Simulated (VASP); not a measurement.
# BaS (Fm-3m) in VASP: a series of runs

One crystal, BaS, is run at these levels: PBEsol, LDA, PBE, PBE+D3(BJ); tasks: relaxation of cell and atoms.

Everything below comes from runs of VASP 6.6.1. Logs are shortened: lines on timing, memory, paths and dates and some standing lists are left out, and cuts for length are marked.

**1. The structure**

It takes space group Fm-3m (No. 225, cubic). The conventional cell has a = 6.451 Å, b = 6.451 Å, c = 6.451 Å, α = 90.00°, β = 90.00°, γ = 90.00°. Ba (site symmetry m-3m) has 6 S at 3.23 Å as nearest neighbours. S (site symmetry m-3m) has 6 Ba at 3.23 Å as nearest neighbours.

The cell is a database's computed one.

**2. Relaxation of cell and atoms, PBEsol**

The input, INCAR:

```
PREC = Accurate
ENCUT = 600
EDIFF = 1E-7
ISMEAR = 0
SIGMA = 0.02
LREAL = False
LASPH = True
NELM = 80
ALGO = Normal
ISIF = 3
LWAVE = False
LCHARG = False
GGA = PS
IBRION = 2
NSW = 90
EDIFFG = -0.005
```

The input, KPOINTS:

```
regular mesh
0
Gamma
  8 8 8
```

The input, POSCAR:

```
BaS
1.0
    0.0000000000      3.2256756200      3.2256756200
    3.2256756200      0.0000000000      3.2256756200
    3.2256756200      3.2256756200      0.0000000000
Ba S
1 1
Direct
    0.0000000000      0.0000000000      0.0000000000
    0.5000000000      0.5000000000      0.5000000000
```

Potentials or basis: VASP PAW PBE potentials, release 64 (Ba_sv, S).

Run with:

```sh
> cat potpaw_PBE.64/Ba_sv/POTCAR potpaw_PBE.64/S/POTCAR > POTCAR
> mpirun -np 1 vasp_std > vasp.out
```

OUTCAR:

```text
PREC = Accurate
   ENCUT = 600
   EDIFF = 1E-7
   ISMEAR = 0
   LREAL = False
   LASPH = True
   NELM = 80
   ISIF = 3
   GGA = PS
   IBRION = 2
   NSW = 90
   EDIFFG = -0.005

 ion  position               nearest neighbor table
   1  0.000  0.000  0.000-   2 3.23   2 3.23   2 3.23   2 3.23   2 3.23   2 3.23
   2  0.500  0.500  0.500-   1 3.23   1 3.23   1 3.23   1 3.23   1 3.23   1 3.23

  LATTYP: Found a face centered cubic cell.
 ALAT       =     6.4513512400

  Lattice vectors:

 A1 = (   0.0000000000,   3.2256756200,   3.2256756200)
 A2 = (   3.2256756200,   0.0000000000,   3.2256756200)
 A3 = (   3.2256756200,   3.2256756200,   0.0000000000)

Analysis of symmetry for initial positions (statically):
=====================================================================
 Subroutine PRICEL returns:
 Original cell was already a primitive cell.

 Routine SETGRP: Setting up the symmetry group for a
 face centered cubic supercell.

 Subroutine GETGRP returns: Found 48 space group operations
 (whereof 48 operations were pure point group operations)
 out of a pool of 48 trial point group operations.

The static configuration has the point symmetry O_h .

Analysis of symmetry for dynamics (positions and initial velocities):
=====================================================================
 Subroutine PRICEL returns:
 Original cell was already a primitive cell.

 Routine SETGRP: Setting up the symmetry group for a
 face centered cubic supercell.

 Subroutine GETGRP returns: Found 48 space group operations
 (whereof 48 operations were pure point group operations)
 out of a pool of 48 trial point group operations.

The dynamic configuration has the point symmetry O_h .

 Subroutine INISYM returns: Found 48 space group operations
 (whereof 48 operations are pure point group operations),
 and found     1 'primitive' translations

----------------------------------------------------------------------------------------

                                     Primitive cell

  volume of cell :      67.1262

  direct lattice vectors                    reciprocal lattice vectors
     0.000000000  3.225675620  3.225675620    -0.155006287  0.155006287  0.155006287
     3.225675620  0.000000000  3.225675620     0.155006287 -0.155006287  0.155006287
     3.225675620  3.225675620  0.000000000     0.155006287  0.155006287 -0.155006287

  length of vectors
     4.561794210  4.561794210  4.561794210     0.268478764  0.268478764  0.268478764

  position of ions in fractional coordinates (direct lattice)
     0.000000000  0.000000000  0.000000000
     0.500000000  0.500000000  0.500000000

  ion indices of the primitive-cell ions
   primitive index   ion index
                 1           1
                 2           2

----------------------------------------------------------------------------------------

 KPOINTS: regular mesh

Automatic generation of k-mesh.
 Grid dimensions read from file:
 generate k-points for:    8    8    8

 Generating k-lattice:

  Cartesian coordinates                     Fractional coordinates (reciprocal lattice)
    -0.019375786  0.019375786  0.019375786     0.125000000  0.000000000  0.000000000
     0.019375786 -0.019375786  0.019375786     0.000000000  0.125000000  0.000000000
     0.019375786  0.019375786 -0.019375786     0.000000000  0.000000000  0.125000000

  Length of vectors
     0.033559846  0.033559846  0.033559846

  Shift w.r.t. Gamma in fractional coordinates (k-lattice)
     0.000000000  0.000000000  0.000000000

 Subroutine IBZKPT returns following result:
 ===========================================

 Found     29 irreducible k-points:

 Following reciprocal coordinates:
            Coordinates               Weight
  0.000000  0.000000  0.000000      1.000000
  0.125000  0.000000  0.000000      8.000000
  0.250000  0.000000  0.000000      8.000000
  0.375000  0.000000  0.000000      8.000000
  0.500000  0.000000  0.000000      4.000000
  0.125000  0.125000  0.000000      6.000000
[... 16 lines left out ...]
  0.500000  0.250000  0.125000     48.000000
 -0.375000  0.250000  0.125000     24.000000
 [... further k-points ...]
   k-points           NKPTS =     29   k-points in BZ     NKDIM =     29   number of bands    NBANDS=     12
   number of dos      NEDOS =    301   number of ions     NIONS =      2
   total plane-waves  NPLWV =  46656
   dimension x,y,z NGX =    36 NGY =   36 NGZ =   36
   dimension x,y,z NGXF=    72 NGYF=   72 NGZF=   72
   ions per type =               1   1
   NGX,Y,Z   is equivalent  to a cutoff of  13.12, 13.12, 13.12 a.u.
   NGXF,Y,Z  is equivalent  to a cutoff of  26.24, 26.24, 26.24 a.u.
 SYSTEM =  unknown system
   PREC   = accura    normal or accurate (medium, high low for compatibility)
   ISTART =      0    job   : 0-new  1-cont  2-samecut
   ICHARG =      2    charge: 1-file 2-atom 10-const
   ISPIN  =      1    spin polarized calculation?
   LNONCOLLINEAR =      F non collinear calculations
   LSORBIT =      F    spin-orbit coupling
   LASPH  =      T    aspherical Exc in radial PAW
   ENCUT  =  600.0 eV  44.10 Ry    6.64 a.u.   9.11  9.11  9.11*2*pi/ulx,y,z
   NELM   =     80;   NELMIN=  2; NELMDL= -5     # of ELM steps
   EDIFF  = 0.1E-06   stopping-criterion for ELM
   LREAL  =      F    real-space projection
   EDIFFG = -.5E-02   stopping-criterion for IOM
   NSW    =     90    number of steps for IOM
   IBRION =      2    ionic relax: 0-MD 1-quasi-New 2-CG
   NFREE  =      1    steps in history (QN), initial steepest desc. (CG)
   ISIF   =      3    stress and relaxation
   ISYM   =      2    0-nonsym 1-usesym 2-fastsym
   POTIM  = 0.5000    time-step for ionic-motion
   TEBEG  =    0.0;   TEEND  =   0.0 temperature during run
   PSTRESS=    0.0 pullay stress
   NELECT =      16.0000    total number of electrons
   NUPDOWN=      -1.0000    fix difference up-down
   EMIN   =  10.00;   EMAX   =-10.00  energy-range for DOS
   EFERMI =   0.00;   METHOD = LEGACY
   ISMEAR =     0;   SIGMA  =   0.02  broadening in eV -4-tet -1-fermi 0-gaus
   EFERMI_NEDOS =   21; number of points for ismear=-14 and -15
   IALGO  =     38    algorithm
   IMIX   =      4    mixing-type and parameters
     AMIX     =   0.40;   BMIX     =  1.00
     AMIX_MAG =   1.60;   BMIX_MAG =  1.00
  volume/ion in A,a.u.               =      33.56       226.49
  Fermi-wavevector in a.u.,A,eV,Ry     =   1.015042  1.918152 14.018230  1.030311
  Thomas-Fermi vector in A             =   2.148305
   LORBIT       =      0    0 simple, 1 ext, 2 COOP (PROOUT), +10 PAW based schemes
   GGA     = PS    functional components
   LHFCALC =     F    Hartree Fock is set to
   AEXX    =    0.0000 exact exchange contribution
   IVDW    =     0    specifies the selected vdW correction
   LEPSILON=     F    determine dielectric tensor
   LRPA    =     F    only Hartree local field effects (RPA)
 conjugate gradient relaxation of ions
 non-spin polarized calculation
 Gauss-broadening in eV      SIGMA  =   0.02
  energy-cutoff  :      600.00
  volume of cell :       67.13
 maximum number of plane-waves:      2272
   NGX = 19   NGY = 19   NGZ = 19

--------------------------------------- Ionic step        1  -------------------------------------------

 number of electron      16.0000001 magnetization

 Free energy of the ion-electron system (eV)
  ---------------------------------------------------
  ext. energy  EPLUGINS =         0.00000000
  ---------------------------------------------------
  free energy    TOTEN  =       -10.70423233 eV

  energy without entropy =      -10.70423233  energy(sigma->0) =      -10.70423233

------------------------ aborting loop because EDIFF is reached ----------------------------------------

  FORCE on cell =-STRESS in cart. coord.  units (eV):
  Direction    XX          YY          ZZ          XY          YZ          ZX
  --------------------------------------------------------------------------------------
  -------------------------------------------------------------------------------------
  Total       -0.7266329     -0.7266329     -0.7266329      0.0000000     -0.0000000      0.0000000
  in kB      -17.3433725    -17.3433725    -17.3433725      0.0000000     -0.0000000      0.0000000
  external PRESSURE =     -17.3433725 kB  Pullay stress =       0.0000000 kB
[... 57 lines left out ...]
  energy  without entropy=      -10.7182909035  energy(sigma->0) =      -10.71829090

--------------------------------------- Ionic step        3  -------------------------------------------

 number of electron      16.0000001 magnetization

 Free energy of the ion-electron system (eV)
  ---------------------------------------------------
  ext. energy  EPLUGINS =         0.00000000
  ---------------------------------------------------
  free energy    TOTEN  =       -10.71954942 eV

  energy without entropy =      -10.71954942  energy(sigma->0) =      -10.71954942

 E-fermi :   1.5403     XC(G=0):  -8.8716

 val. band max:        1.4028315780   @ k =   0.0000   0.0000   0.0000
 cond. band min:       3.3638925137   @ k =   0.5000   0.5000   0.0000
 fundamental gap:      1.9610609356
 Fermi energy:         1.5403257815

 k-point     1 :       0.0000    0.0000    0.0000
  band No.  band energies     occupation
      1     -24.5964      2.00000
      2      -9.6377      2.00000
      3      -9.6377      2.00000
      4      -9.6377      2.00000
      5      -8.9679      2.00000
      6       1.4028      2.00000
      7       1.4028      2.00000
      8       1.4028      2.00000
      9       4.8676      0.00000
     10       5.1873      0.00000
     11       5.1873      0.00000
     12       5.1873      0.00000
[... 331 lines left out ...]
 k-point    24 :      -0.3750    0.2500    0.1250
  band No.  band energies     occupation
      1     -24.5405      2.00000
      2     -10.6400      2.00000
      3      -9.8473      2.00000
      4      -9.7508      2.00000
      5      -7.9601      2.00000
      6      -0.1428      2.00000
      7       0.5082      2.00000
      8       0.5912      2.00000
      9       6.0028      0.00000
     10       6.2042      0.00000
     11       8.0652      0.00000
     12       8.2871      0.00000

 [... further k-points ...]

------------------------ aborting loop because EDIFF is reached ----------------------------------------

  FORCE on cell =-STRESS in cart. coord.  units (eV):
  Direction    XX          YY          ZZ          XY          YZ          ZX
  --------------------------------------------------------------------------------------
  -------------------------------------------------------------------------------------
  Total        0.0004234      0.0004234      0.0004234      0.0000000      0.0000000      0.0000000
  in kB        0.0105343      0.0105343      0.0105343      0.0000000      0.0000000      0.0000000
  external PRESSURE =       0.0105343 kB  Pullay stress =       0.0000000 kB
[... 17 lines left out ...]
  FREE ENERGIE OF THE ION-ELECTRON SYSTEM (eV)
  ---------------------------------------------------
  free  energy   TOTEN  =       -10.7195494174 eV

  energy  without entropy=      -10.7195494174  energy(sigma->0) =      -10.71954942

 reached required accuracy - stopping structural energy minimisation
```

Wall time 37 s (1 thread of AMD EPYC 9R45 (Zen 5), shared host); peak memory 0.2 GiB.

Results:

```
Free energy                            : -10.7195 eV
Relaxed volume                         : 32.20 Å³/atom
Relaxed cell                           : a = 4.499 Å, b = 4.499 Å, c = 4.499 Å, α = 60.00°, β = 60.00°, γ = 60.00°
Space group after relaxing (to 0.05 Å) : Fm-3m (No. 225)
Energy gained by relaxing              : 7.7 meV/atom
Ionic steps                            : 3
Pressure after relaxing                : 0.0 GPa
Band gap on the k mesh                 : 1.96 eV, indirect (least direct gap 2.09 eV)
```

Step by step:
```csv
step,energy change (eV),largest force (eV/Å),pressure (GPa),volume (Å³)
1,0.0000,0.0000,-1.73,67.13
2,-0.0141,0.0000,0.55,63.66
3,-0.0153,0.0000,0.00,64.40
```

Final structure:
```xyz
2
Lattice="0.0000 3.1814 3.1814 3.1814 0.0000 3.1814 3.1814 3.1814 0.0000" Properties=species:S:1:pos:R:3 pbc="T T T"
Ba    0.0000    0.0000    0.0000
S     3.1814    3.1814    3.1814
```

Caveat: the PAW data sets were made with another functional, which shifts forces and pressure a little; spin-orbit coupling is left out, which moves the levels of the heavy elements.

**3. Relaxation of cell and atoms, LDA**

INCAR: that of step 2 with these lines changed.

```diff
@@ -12,3 +12,3 @@
 LCHARG = False
-GGA = PS
+GGA = CA
 IBRION = 2
```

KPOINTS is that of step 2.

POSCAR is that of step 2.

Potentials or basis: VASP PAW LDA potentials, release 64 (Ba_sv, S).

Run with:

```sh
> cat potpaw_LDA.64/Ba_sv/POTCAR potpaw_LDA.64/S/POTCAR > POTCAR
> mpirun -np 1 vasp_std > vasp.out
```

It took 34 s on 1 thread of AMD EPYC 9R45 (Zen 5), shared host; peak memory 0.17 GiB.

Results (log left out):

| Item | Value |
| --- | --- |
| Free energy | -11.1752 eV |
| Relaxed volume | 31.30 Å³/atom |
| Relaxed cell | a = 4.457 Å, b = 4.457 Å, c = 4.457 Å, α = 60.00°, β = 60.00°, γ = 60.00° |
| Space group after relaxing (to 0.05 Å) | Fm-3m (No. 225) |
| Energy gained by relaxing | 22.5 meV/atom |
| Ionic steps | 3 |
| Pressure after relaxing | 0.0 GPa |
| Band gap on the k mesh | 1.83 eV, indirect (least direct gap 1.94 eV) |

The path:
```
step  energy change (eV)  largest force (eV/Å)  pressure (GPa)  volume (Å³)
   1              0.0000                0.0000           -2.99        67.13
   2             -0.0399                0.0000            1.19        61.22
   3             -0.0449                0.0000            0.00        62.61
```

Final structure:
```yaml
crystal:
  lattice:
    - [0.00000, 3.15161, 3.15161]
    - [3.15161, 0.00000, 3.15161]
    - [3.15161, 3.15161, 0.00000]
  atoms:
    - { symbol: Ba, position: [0.00000, 0.00000, 0.00000] }
    - { symbol: S, position: [0.50000, 0.50000, 0.50000] }
```

Levels at points of the mesh, in eV from the valence-band top:
```tsv
k point	band 4	band 5	band 6	band 7	band 8	band 9	band 10	band 11	band 12
(0.00, 0.00, 0.00)	-10.95	-10.38	0.00	0.00	0.00	3.51	3.70	3.70	3.70
(0.50, 0.00, 0.00)	-11.00	-8.92	-2.11	-1.20	-1.20	5.53	5.59	6.33	6.33
(0.50, 0.50, 0.00)	-11.18	-10.29	-0.49	-0.12	-0.12	1.83	5.96	6.08	7.62
```

Caveat: spin-orbit coupling is left out, which moves the levels of the heavy elements. A k mesh can miss the band edges.

**4. Relaxation of cell and atoms, PBE**

INCAR: that of step 3 with these lines changed.

```diff
@@ -12,3 +12,3 @@
 LCHARG = False
-GGA = CA
+GGA = PE
 IBRION = 2
```

KPOINTS is that of step 3.

POSCAR is that of step 3.

Potentials or basis: VASP PAW PBE potentials, release 64 (Ba_sv, S).

Run with:

```sh
> cat potpaw_PBE.64/Ba_sv/POTCAR potpaw_PBE.64/S/POTCAR > POTCAR
> mpirun -np 1 vasp_std > vasp.out
```

Wall time 33 s (1 thread of AMD EPYC 9R45 (Zen 5), shared host); peak memory 0.19 GiB.

The run converged. Its results:

| Item | Value |
| --- | --- |
| Free energy | -10.1947 eV |
| Relaxed volume | 33.65 Å³/atom |
| Relaxed cell | a = 4.566 Å, b = 4.566 Å, c = 4.566 Å, α = 60.00°, β = 60.00°, γ = 60.00° |
| Space group after relaxing (to 0.05 Å) | Fm-3m (No. 225) |
| Energy gained by relaxing | 0.0 meV/atom |
| Ionic steps | 3 |
| Pressure after relaxing | 0.0 GPa |
| Band gap on the k mesh | 2.16 eV, indirect (least direct gap 2.31 eV) |

Final structure:
```
Ba S
1.0
     0.00000    3.22839    3.22839
     3.22839    0.00000    3.22839
     3.22839    3.22839    0.00000
Ba S
1 1
Direct
  0.00000 0.00000 0.00000
  0.50000 0.50000 0.50000
```

Levels at points of the mesh, in eV from the valence-band top:
| k point | band 6 | band 7 | band 8 | band 9 | band 10 | band 11 |
| --- | --- | --- | --- | --- | --- | --- |
| (0.00, 0.00, 0.00) | 0.00 | 0.00 | 0.00 | 3.44 | 3.86 | 3.86 |
| (0.50, 0.00, 0.00) | -1.87 | -1.03 | -1.03 | 5.43 | 5.59 | 6.18 |
| (0.50, 0.50, 0.00) | -0.56 | -0.15 | -0.15 | 2.16 | 5.83 | 5.85 |

Caveat: spin-orbit coupling is left out, which moves the levels of the heavy elements.

**5. Relaxation of cell and atoms, PBE+D3(BJ)**

INCAR: that of step 4 with these lines changed.

```diff
@@ -13,2 +13,3 @@
 GGA = PE
+IVDW = 12
 IBRION = 2
```

KPOINTS is that of step 4.

POSCAR is that of step 4.

Run with:

```sh
> cat potpaw_PBE.64/Ba_sv/POTCAR potpaw_PBE.64/S/POTCAR > POTCAR
> mpirun -np 1 vasp_std > vasp.out
```

It took 36 s on 1 thread of AMD EPYC 9R45 (Zen 5), shared host; peak memory 0.2 GiB.

It converged, with:

```yaml
Free_energy: -10.7403 eV
Relaxed_volume: 32.60 Å³/atom
Relaxed_cell: a = 4.518 Å, b = 4.518 Å, c = 4.518 Å, α = 60.00°, β = 60.00°, γ = 60.00°
Space_group_after_relaxing_to_0.05_Å: Fm-3m (No. 225)
Energy_gained_by_relaxing: 3.8 meV/atom
Ionic_steps: 3
Pressure_after_relaxing: 0.0 GPa
Band_gap_on_the_k_mesh: 2.11 eV, indirect (least direct gap 2.25 eV)
Dispersion_energy_per_atom: -0.277 eV
```

The path:
```
step  energy change (eV)  largest force (eV/Å)  pressure (GPa)  volume (Å³)
   1              0.0000                0.0000           -1.21        67.13
   2             -0.0070                0.0000            0.35        64.69
   3             -0.0075                0.0000            0.00        65.19
```

Final structure:
```cif
data_structure
_symmetry_space_group_name_H-M 'P 1'
_symmetry_Int_Tables_number 1
_cell_length_a 4.5176
_cell_length_b 4.5176
_cell_length_c 4.5176
_cell_angle_alpha 60.000
_cell_angle_beta 60.000
_cell_angle_gamma 60.000
_cell_volume 65.19
loop_
_atom_site_label
_atom_site_type_symbol
_atom_site_fract_x
_atom_site_fract_y
_atom_site_fract_z
_atom_site_occupancy
Ba1 Ba 0.00000 0.00000 0.00000 1
S1 S 0.50000 0.50000 0.50000 1
```

Levels at points of the mesh, in eV from the valence-band top:
| k point | band 4 | band 5 | band 6 | band 7 | band 8 | band 9 | band 10 | band 11 | band 12 |
| --- | --- | --- | --- | --- | --- | --- | --- | --- | --- |
| (0.00, 0.00, 0.00) | -11.13 | -10.36 | 0.00 | 0.00 | 0.00 | 3.60 | 3.87 | 3.87 | 3.87 |
| (0.50, 0.00, 0.00) | -11.17 | -9.12 | -1.93 | -1.09 | -1.09 | 5.54 | 5.69 | 6.30 | 6.30 |
| (0.50, 0.50, 0.00) | -11.32 | -10.27 | -0.52 | -0.14 | -0.14 | 2.11 | 5.93 | 6.02 | 7.49 |

Caveat: spin-orbit coupling is left out, which moves the levels of the heavy elements.

**6. The runs side by side**

| level | potentials or basis | gap on the mesh (eV) | pressure (GPa) | relaxed volume (Å³/atom) |
| --- | --- | --- | --- | --- |
| PBEsol | VASP PAW PBE potentials, release 64 (Ba_sv, S) | 1.96 | 0.0 | 32.20 |
| LDA | VASP PAW LDA potentials, release 64 (Ba_sv, S) | 1.83 | 0.0 | 31.30 |
| PBE | VASP PAW PBE potentials, release 64 (Ba_sv, S) | 2.16 | 0.0 | 33.65 |
| PBE+D3(BJ) | VASP PAW PBE potentials, release 64 (Ba_sv, S) | 2.11 | 0.0 | 32.60 |

Alike in all rows: task relaxation of cell and atoms; no spin polarisation; cell relaxed; k mesh 8 × 8 × 8; cutoff (eV) 600; smearing gaussian 0.02 eV.

Caveats: spin-orbit coupling is left out, which moves the levels of the heavy elements; the PAW data sets were made with another functional, which shifts forces and pressure a little (some runs).

Absolute energies hang on the potentials; compare differences alone.
